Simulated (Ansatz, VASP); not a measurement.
**ScAl in VASP and in Ansatz**

```
Sc Al
1.0
     3.34440    0.00000    0.00000
     0.00000    3.34440    0.00000
     0.00000    0.00000    3.34440
Sc Al
1 1
Direct
  0.50000 0.50000 0.50000
  0.00000 0.00000 0.00000
```

Alike in both runs: functional PBEsol; k mesh 12 × 12 × 12; occupations gaussian, width 0.1 eV; no spin polarisation.

Ansatz relaxed the structure, and its values are those at the end. VASP's run is a single point on that final structure, the one shown.

|  | VASP | Ansatz |
| --- | --- | --- |
| version | VASP 6.6.1 | Ansatz 0.2.0 |
| potentials or method | VASP PAW PBE potentials, release 64 (Sc_sv, Al) | scalar-relativistic, plane waves, PAW |
| plane-wave cutoff (eV) | 520 | 420 |
| valence electrons in the cell | 14 | 14 |

|  | VASP | Ansatz | Ansatz less VASP |
| --- | --- | --- | --- |
| gap on the k mesh at the Fermi level (eV) | none | none | - |
| pressure (GPa) | 0.1 | 0.0 | -0.14 |

A gap of «none» marks a metal or a gap that the smearing closes.

Caveats: the PAW data sets were made with another functional, which shifts forces and pressure a little (VASP).
